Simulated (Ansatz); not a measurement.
Bi:

```
Bi
1.0
     3.48860   -3.13258    0.00000
     3.48860    3.13258    0.00000
    -1.26023    0.00000    3.11355
Bi
2
Cartesian
  4.1738 0.0000 2.6695
  1.5432 0.0000 0.4440
```

This isn't the form of Bi at room conditions, which is rhombohedral.

Base run:

```yaml
Program: Ansatz 0.2.0
Functional: PBEsol
Potentials_or_basis: all-electron LAPW, non-relativistic
Cutoff: 189 eV (chosen from the basis error)
Basis_error_allowed: 0.001 eV/atom
k_mesh: 6 × 6 × 9
Occupations: fermi-dirac, width 0.05 eV
Spin: no spin polarisation
```

Its results: pressure -0.3 GPa; largest force 0.088 eV/Å.

**Question.** The run is repeated on the same cell with these changes: potentials or basis from all-electron LAPW, non-relativistic to all-electron LAPW, scalar-relativistic. What comes out?

**Answer.** Pressure -2.4 GPa; largest force 0.059 eV/Å.

Caveats: relativity is left out, which matters for the heavier elements (some runs).
